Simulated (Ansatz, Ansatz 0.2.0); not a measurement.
# Lattice constants of polar BiInO3: the sensitive c axis in LDA, PBEsol and r2SCAN

## The question

The reference is the orthorhombic cell of BiInO3 in the polar space group $Pna2_1$, taken from a diffraction refinement (2006, Crystallography Open Database entry 4002371). Its three axes, put on the standard setting by their lengths, serve both as measured values and as the start of our relaxations, so an agreement has to be a result of the relaxation and not a memory of the start. Neither the sample nor the temperature is given with the values. BiInO3 is a perovskite of the GdFeO3 type with an added polar distortion. It is made at high pressure and high temperature and is metastable at ambient pressure. We therefore take the cell to be that of a quenched powder near room temperature, which is our own reading.

| compared with | measured | source's wording or label | method |
| --- | --- | --- | --- |
| a (Å) | 5.9546 | value in the starting structure, on standard axes | diffraction refinement behind the database entry |
| b (Å) | 5.6018 | value in the starting structure, on standard axes | diffraction refinement behind the database entry |
| c (Å) | 8.3863 | value in the starting structure, on standard axes | diffraction refinement behind the database entry |

Conditions are those given with the value in the passage it was taken from; "not stated" means there, and the paper may say more elsewhere. The values are a selection: others may have been left out beforehand as unlike or outlying.

## How to go about it

We look for the cheapest level of theory that gives each of $a$, $b$ and $c$ within 1 % of the diffraction cell. One per cent is about the size of the usual error of a semilocal functional in a lattice constant, so the target can tell a suitable functional from an unsuitable one. It is also wider than the thermal and zero-point expansion missing from a static calculation, which we put at roughly 0.2 to 0.4 % in length for an oxide of heavy cations at room temperature. All three axes must pass separately, because a tilted perovskite with a lone-pair cation can have a good volume and still a wrong shape.

The model is the 20-atom primitive cell, non-magnetic and insulating, with cell and atoms relaxed in the symmetry of the refined structure. We begin with LDA on a coarse k mesh, settle the numerical settings there, and go to dearer functionals only if the errors call for it.

Plain PBE isn't shown in this study.

System: BiInO3, orthorhombic perovskite; Pna2_1 (No. 33), 20 atoms in the primitive cell; the database structure is a diffraction structure: a = 5.955 Å, b = 5.602 Å, c = 8.386 Å; structure from the Crystallography Open Database.

On the selection of runs and values: Further runs on this system are not shown.

## 1. LDA on a coarse mesh

LDA is the simplest functional for this purpose, and for an insulator with a cell of this size a 2x2x2 mesh is a reasonable start. We expect axes that are too short, by roughly one per cent, since LDA overbinds and the missing thermal expansion acts in the same direction.

**Run 1.** Ansatz 0.2.0: LDA, cell and atoms relaxed from the database structure, PAW set soft_2, cutoff 420 eV (default), 2x2x2 k mesh, Gaussian smearing 0.02 eV.

Key lines of the input:
```
crystal:
  # lattice and atoms
kpoints:
  mp_grid: { grid: [2, 2, 2] }
hamiltonian:
  xc: lda
scf:
  occupations: { method: gaussian, width: 0.02 }
output:
  forces: true
  stress: true
relax:
  adjacent_minimum: "off"
  f_tol: 0.005
  max_steps: 60
  cell: { stress_tol: 0.03 }
```

Command:
```
ansatz run input.yaml --threads 4 --pin off --max-ram 16384MiB --backend cpu --events-out ev --progress --plain --runs-dir out
```

Selected lines of the output:
```
relax step   1: F+E_penalty+E_count = -76830.01070527 eV  [...]  max|allowed force component| = 3.127e0 eV/Å  [...]  P = +0.645 GPa  Ω = 279.740 Å³  (7 SCF iters, dr2 threshold 1.00e-7 eV [...]
relax step  12: F+E_penalty+E_count = -76833.36323006 eV  [...]  max|allowed force component| = 1.356e-3 eV/Å  [...]  P = -0.013 GPa  Ω = 270.166 Å³  [...]
  cell:  # Å, volume = 270.1658 Å³
```

Converged; 57 s on 4 cores of Arm Neoverse V1, shared host.

| quantity | run 1 | measured | deviation |
| --- | --- | --- | --- |
| a (Å) | 5.9238 | 5.9546 | −0.0308 (−0.5 %) |
| b (Å) | 5.5767 | 5.6018 | −0.0251 (−0.4 %) |
| c (Å) | 8.1782 | 8.3863 | −0.2081 (−2.5 %) |
| conventional cell volume (Å³) | 270.17 |  |  |

LDA shortens all three axes, but very unevenly. The axes $a$ and $b$ come out about half a per cent short and pass, while $c$ is 2.5 % short and fails clearly. We had expected a more even contraction of about one per cent. The missing thermal expansion is far too small to explain the error in $c$.

At the first step the largest force was about 3 eV/Å, so the refined atomic positions lie well away from the LDA minimum. The relaxation has therefore moved the atoms considerably as well as the cell.

## 2. Denser mesh and higher cutoff for LDA

Before the functional is blamed for the short $c$ axis, the numerical settings have to be tested. We repeat the relaxation on a 4x4x4 mesh, and then on that mesh with the cutoff raised to 590 eV. For an insulator we expect the mesh to matter little. The cutoff could matter more, because the stress converges more slowly with the basis than the energy does, but a change of two per cent in one axis would surprise us.

**Run 2.** Ansatz 0.2.0: LDA, cell and atoms relaxed from the database structure, PAW set soft_2, cutoff 420 eV (default), 4x4x4 k mesh, Gaussian smearing 0.02 eV.

Key lines of the input, as changed from run 1:
```diff
  kpoints:
-   mp_grid: { grid: [2, 2, 2] }
+   mp_grid: { grid: [4, 4, 4] }
```

Selected lines of the output:
```
  cell:  # Å, volume = 270.3065 Å³
    - [0.0, 0.0, 8.19414961540245]
```

Converged; 6.3 min on the same hardware.

**Run 3.** Ansatz 0.2.0: LDA, cell and atoms relaxed from the database structure, PAW set soft_2, cutoff 590 eV, 4x4x4 k mesh, Gaussian smearing 0.02 eV.

Key lines of the input, as changed from run 2:
```diff
+ basis:
+   ecutwfc: 590.0
```

Selected lines of the output:
```
    - [0.0, 0.0, 8.19426618052386]
```

Converged; 4.9 min on 4 cores of Intel Xeon Platinum 8259CL at 2.50GHz (Skylake/Cascade Lake), shared host.

| quantity | run 2 | run 3 | measured |
| --- | --- | --- | --- |
| a (Å) | 5.9206 | 5.9210 | 5.9546 |
| b (Å) | 5.5717 | 5.5706 | 5.6018 |
| c (Å) | 8.1941 | 8.1943 | 8.3863 |
| conventional cell volume (Å³) | 270.31 | 270.28 |  |

The denser mesh lengthens $c$ by 0.016 Å and shortens $a$ and $b$ slightly. Raising the cutoff to 590 eV then changes no axis by more than about 0.001 Å. LDA still leaves $c$ 2.3 % short, so neither setting accounts for the miss. We keep the 4x4x4 mesh and the default cutoff for the next functional, since the mesh shift, though small, could decide a result near the limit.

## 3. PBEsol at the same settings

PBEsol is a gradient-corrected functional made for the equilibrium structures of solids, and its cost per step should be close to that of LDA. It usually gives longer axes than LDA, which is the direction needed. We expect $a$ and $b$ to stay within the target; whether $c$ gains enough is the open question, because it has to grow much more than the other two.

**Run 4.** Ansatz 0.2.0: PBEsol, cell and atoms relaxed from the database structure, PAW set soft_2, cutoff 420 eV (default), 4x4x4 k mesh, Gaussian smearing 0.02 eV.

Key lines of the input, as changed from run 2:
```diff
  hamiltonian:
-   xc: lda
+   xc: pbesol
```

Selected lines of the output:
```
relax step   1: F+E_penalty+E_count = -77794.26144054 eV  [...]  max|allowed force component| = 3.262e0 eV/Å  [...]  P = +5.012 GPa  Ω = 279.740 Å³  (6 SCF iters, dr2 threshold 1.00e-7 eV [...]
relax step  11: F+E_penalty+E_count = -77797.60064909 eV  [...]  max|allowed force component| = 5.182e-4 eV/Å  [...]  P = -0.000 GPa  Ω = 279.722 Å³  [...]
  cell:  # Å, volume = 279.7220 Å³
    - [0.0, 0.0, 8.331543865963068]
```

Converged; 5.3 min on 4 cores of Arm Neoverse V1, shared host.

| quantity | run 4 | measured | deviation |
| --- | --- | --- | --- |
| a (Å) | 5.9621 | 5.9546 | +0.0075 (+0.1 %) |
| b (Å) | 5.6312 | 5.6018 | +0.0294 (+0.5 %) |
| c (Å) | 8.3315 | 8.3863 | −0.0548 (−0.7 %) |
| conventional cell volume (Å³) | 279.72 |  |  |

PBEsol brings all three axes within the target. The largest deviation is again in $c$, now 0.7 % short, while $b$ is 0.5 % long and $a$ nearly exact. The cell volume differs from that of the diffraction cell, with which the relaxation began, by only about 0.02 Å$^3$. This close match comes from errors of opposite sign in the axes, so it says little about the shape. The atoms started with large forces and the pressure was about 5 GPa at the first step, so the relaxation did not simply stay where it began.

The run took about as long as the LDA relaxation on the same mesh, so the better $c$ axis costs practically nothing extra.

## 4. Finer mesh and other potentials in LDA

The $c$ axis passes with about 0.03 Å to spare, and in LDA the first refinement of the mesh had moved it by half that amount. We therefore refine the LDA mesh once more, to 6x6x4, which adds points along $a$ and $b$ only. We also repeat the LDA relaxation with norm-conserving pseudopotentials, because the short $c$ has so far been blamed on the functional with a single PAW set. We expect little change from the mesh and a few thousandths to hundredths of an ångström from the potentials. Both are tests of LDA and bear on PBEsol only indirectly.

**Run 5.** Ansatz 0.2.0: LDA, cell and atoms relaxed from the database structure, PAW set soft_2, cutoff 420 eV (default), 6x6x4 k mesh, Gaussian smearing 0.02 eV.

Key lines of the input, as changed from run 1:
```diff
  kpoints:
-   mp_grid: { grid: [2, 2, 2] }
+   mp_grid: { grid: [6, 6, 4] }
```

Selected lines of the output:
```
    - [0.0, 0.0, 8.194213796223716]
```

Converged; 8 min on 4 cores of Intel Xeon Platinum 8259CL at 2.50GHz (Skylake/Cascade Lake), shared host.

**Run 6.** Ansatz 0.2.0: LDA, PseudoDojo norm-conserving pseudopotentials, cell and atoms relaxed from the database structure, cutoff 1143 eV (default), 4x4x4 k mesh, Gaussian smearing 0.02 eV.

Key lines of the input, as changed from run 2:
```diff
  hamiltonian:
+   pseudopotentials: { kind: nc, accuracy: standard }
```

Selected lines of the output:
```
    - [5.917347189945887, 0.0, 0.0]
    - [0.0, 5.567983532373067, 0.0]
    - [0.0, 0.0, 8.169853272937136]
```

Converged; 14 min on the same hardware.

| quantity | run 5 | run 6 | measured |
| --- | --- | --- | --- |
| a (Å) | 5.9207 | 5.9173 | 5.9546 |
| b (Å) | 5.5716 | 5.5680 | 5.6018 |
| c (Å) | 8.1942 | 8.1699 | 8.3863 |
| conventional cell volume (Å³) | 270.31 | 269.18 |  |

The finer mesh in the $ab$ plane changes no axis by more than about 0.0001 Å, so the 4x4x4 mesh is dense enough in these two directions for LDA. The norm-conserving potentials shorten $a$ and $b$ by less than 0.004 Å but $c$ by 0.024 Å. They leave $c$ 2.6 % short, so both sets of potentials give the same failure of LDA.

The sensitivity of $c$ to the potentials does matter for PBEsol, whose margin in this axis is only slightly larger than that shift. The LDA shift can't simply be carried over to PBEsol, but it shows that the pass in $c$ is less secure than the passes in $a$ and $b$.

## 5. r2SCAN as a dearer comparison

LDA and PBEsol both make $c$ too short relative to the other two axes. We now relax the cell with r2SCAN, a meta-GGA that also uses the kinetic-energy density, to see whether this error in shape persists in a different class of functional. We expect a dearer run and a somewhat longer $c$ than with PBEsol. The result can't confirm the PBEsol numbers themselves, but it will show whether the additional cost buys a better cell.

**Run 7.** Ansatz 0.2.0: r2SCAN, cell and atoms relaxed from the database structure, PAW set soft_2, cutoff 500 eV (default), 4x4x4 k mesh, Gaussian smearing 0.02 eV.

Key lines of the input, as changed from run 2:
```diff
  hamiltonian:
-   xc: lda
+   xc: r2scan
```

Command:
```
ansatz run input.yaml --threads 8 --pin off --max-ram 32768MiB --backend cpu --events-out ev --progress --plain --runs-dir out
```

Selected lines of the output:
```
  cell:  # Å, volume = 283.0379 Å³
    - [5.964205926575812, 0.0, 0.0]
    - [0.0, 5.624736995273617, 0.0]
    - [0.0, 0.0, 8.437032315870765]
```

Converged; 4.7 min on 8 cores of Arm Neoverse V1, shared host.

| quantity | run 7 | measured | deviation |
| --- | --- | --- | --- |
| a (Å) | 5.9642 | 5.9546 | +0.0096 (+0.2 %) |
| b (Å) | 5.6247 | 5.6018 | +0.0229 (+0.4 %) |
| c (Å) | 8.4370 | 8.3863 | +0.0507 (+0.6 %) |
| conventional cell volume (Å³) | 283.04 |  |  |

With r2SCAN all three axes again lie within the target, now all slightly too long. Compared with PBEsol, $a$ and $b$ change by less than 0.01 Å, while $c$ grows by 0.11 Å and passes from 0.7 % too short to 0.6 % too long. The short $c$ axis is therefore not common to all the functionals, and this axis responds to the functional far more than the other two.

The errors of r2SCAN are more even, so the shape of the cell is better, but the largest deviation is hardly smaller than with PBEsol. For the target set here the dearer functional brings no decisive gain.

## 6. Dispersion added to PBEsol

PBEsol remains the cheaper of the two levels that pass, and its $c$ axis has little room. We add the D3(BJ) dispersion correction to see how much this pass depends on leaving dispersion out. The correction is attractive and costs little, so we expect a smaller cell and, with it, a $c$ axis nearer to the lower limit or beyond it. This tests the physical model; it is no test of the basis or the potentials.

**Run 8.** Ansatz 0.2.0: PBEsol+D3(BJ), cell and atoms relaxed from the database structure, PAW set soft_2, cutoff 420 eV (default), 4x4x4 k mesh, Gaussian smearing 0.02 eV.

Key lines of the input, as changed from run 4:
```diff
  hamiltonian:
+   dispersion: d3bj
```

Selected lines of the output:
```
relax step   1: F+E_penalty+E_count = -77798.93282184 eV  [...]  max|allowed force component| = 3.261e0 eV/Å  [...]  P = +2.225 GPa  Ω = 279.740 Å³  (6 SCF iters, dr2 threshold 1.00e-7 eV [...]
  cell:  # Å, volume = 271.5231 Å³
    - [0.0, 0.0, 8.162734997655722]
```

Converged; 3.7 min on 4 cores of Intel Xeon Platinum 8259CL at 2.50GHz (Skylake/Cascade Lake), shared host.

| quantity | run 8 | measured | deviation |
| --- | --- | --- | --- |
| a (Å) | 5.9579 | 5.9546 | +0.0033 (+0.1 %) |
| b (Å) | 5.5832 | 5.6018 | −0.0186 (−0.3 %) |
| c (Å) | 8.1627 | 8.3863 | −0.2236 (−2.7 %) |
| conventional cell volume (Å³) | 271.52 |  |  |

The dispersion correction shortens $c$ by 0.169 Å, $b$ by 0.048 Å and $a$ by only 0.004 Å. The direction is the expected one, but the size is not: $c$ ends 2.7 % short, well outside the target and slightly worse than in LDA with the same PAW set. The pass of PBEsol therefore holds only without this correction.

At the first step, still at the volume of the diffraction cell, the correction lowers the pressure by about 2.8 GPa. The cell answers this added attraction mostly along $c$. From theory, pairwise coefficients made for nearly neutral atoms tend to be too large for cations such as Bi$^{3+}$ and In$^{3+}$, which may explain part of the overbinding; a test of this isn't shown in this report.

We end the series here. PBEsol without dispersion meets the target at about the cost of LDA, and r2SCAN has shown what a dearer functional changes.

## The runs side by side

| run | settings | a (Å) | b (Å) | c (Å) | mean abs. dev. of these columns (%) | cost |
| --- | --- | --- | --- | --- | --- | --- |
| 1 | LDA, PAW set soft_2, cutoff 420 eV (default), 2x2x2 k mesh | 5.9238 | 5.5767 | 8.1782 | 1.1 | 3.8 core-min |
| 2 | LDA, PAW set soft_2, cutoff 420 eV (default), 4x4x4 k mesh | 5.9206 | 5.5717 | 8.1941 | 1.1 | 25 core-min |
| 3 | LDA, PAW set soft_2, cutoff 590 eV, 4x4x4 k mesh | 5.9210 | 5.5706 | 8.1943 | 1.1 | 19 core-min |
| 4 | PBEsol, PAW set soft_2, cutoff 420 eV (default), 4x4x4 k mesh | 5.9621 | 5.6312 | 8.3315 | 0.4 | 21 core-min |
| 5 | LDA, PAW set soft_2, cutoff 420 eV (default), 6x6x4 k mesh | 5.9207 | 5.5716 | 8.1942 | 1.1 | 32 core-min |
| 6 | LDA, PseudoDojo norm-conserving pseudopotentials, cutoff 1143 eV (default), 4x4x4 k mesh | 5.9173 | 5.5680 | 8.1699 | 1.3 | 55 core-min |
| 7 | r2SCAN, PAW set soft_2, cutoff 500 eV (default), 4x4x4 k mesh | 5.9642 | 5.6247 | 8.4370 | 0.4 | 38 core-min |
| 8 | PBEsol+D3(BJ), PAW set soft_2, cutoff 420 eV (default), 4x4x4 k mesh | 5.9579 | 5.5832 | 8.1627 | 1.0 | 15 core-min |
|  | measured | 5.9546 | 5.6018 | 8.3863 |  |  |

Further runs on the same system, made beside this series (convergence steps with loose settings among them):

| further | settings | a (Å) | b (Å) | c (Å) | mean abs. dev. of these columns (%) | cost |
| --- | --- | --- | --- | --- | --- | --- |
| F1 | r2SCAN+rVV10, PAW set soft_2, cutoff 500 eV (default), 4x4x4 k mesh | 5.9624 | 5.6013 | 8.3399 | 0.2 | 58 core-min |
| F2 | BLYP+D3(BJ), PAW set soft_2, cutoff 420 eV (default), 4x4x4 k mesh | 6.0399 | 5.6947 | 8.2794 | 1.5 | 14 core-min |
| F3 | BLYP, PAW set soft_2, cutoff 420 eV (default), 4x4x4 k mesh | 6.0601 | 5.7918 | 8.7608 | 3.2 | 22 core-min |
| F4 | r2SCAN, PAW set soft_2, cutoff 500 eV (default), 2x2x2 k mesh | 5.9710 | 5.6299 | 8.4141 | 0.4 | 8.3 core-min |
|  | measured | 5.9546 | 5.6018 | 8.3863 |  |  |

## What the runs support

PBEsol meets the target: $a$ and $b$ are 0.1 and 0.5 % too long and $c$ is 0.7 % too short, at a cost of 21 core-minutes. It isn't the cheapest passing run, however. r2SCAN on a 2x2x2 mesh also brings all three axes within 1 %, for 8.3 core-minutes, and still passes on the denser mesh. The saving comes from the coarser mesh, since on the 4x4x4 mesh r2SCAN costs more than PBEsol; PBEsol on the 2x2x2 mesh isn't shown in this report.

The change from LDA to PBEsol decided the outcome. The LDA checks showed that its short $c$ comes from neither mesh nor cutoff, and that it persists with other potentials. The 6x6x4 mesh added almost nothing. Tests of PBEsol's own numerical settings aren't shown in this report, and its margin in $c$, about 0.03 Å, is little more than the shift between the two sets of potentials in LDA.

PBEsol's nearly exact volume rests on a cancellation between long $a$ and $b$ and a short $c$. The $c$ axis is also the most sensitive to dispersion: D3(BJ) spoils the PBEsol result, whereas r2SCAN still passes with rVV10, which shortens its $c$ by 0.097 Å. BLYP fails with and without D3(BJ). Success thus depends on the combination of functional and dispersion term.

Thermal and zero-point expansion, roughly 0.2 to 0.4 % if spread evenly, would reduce PBEsol's error in $c$ but increase those in $a$ and $b$, leaving all three within the target. In r2SCAN on the denser mesh it would add to the error in $c$, which would reach about the limit at the upper end of this allowance. The actual expansion may be uneven, and the temperature of the reference cell isn't given, so we don't rank the two functionals by accuracy.

[Logs are printed without paths, hosts, clocks, repeated set-up lines and the standing remarks that a program may print on its own settings, such as how far it seeks lower states.]

[The runs shown are a pick from a larger set of finished runs; failed, doubtful and other runs were left out of it ahead of writing. So were measured values far from every level or from commonly accepted values, and agreement can look better than it is. Lines of input and output are excerpts and may be shortened.]
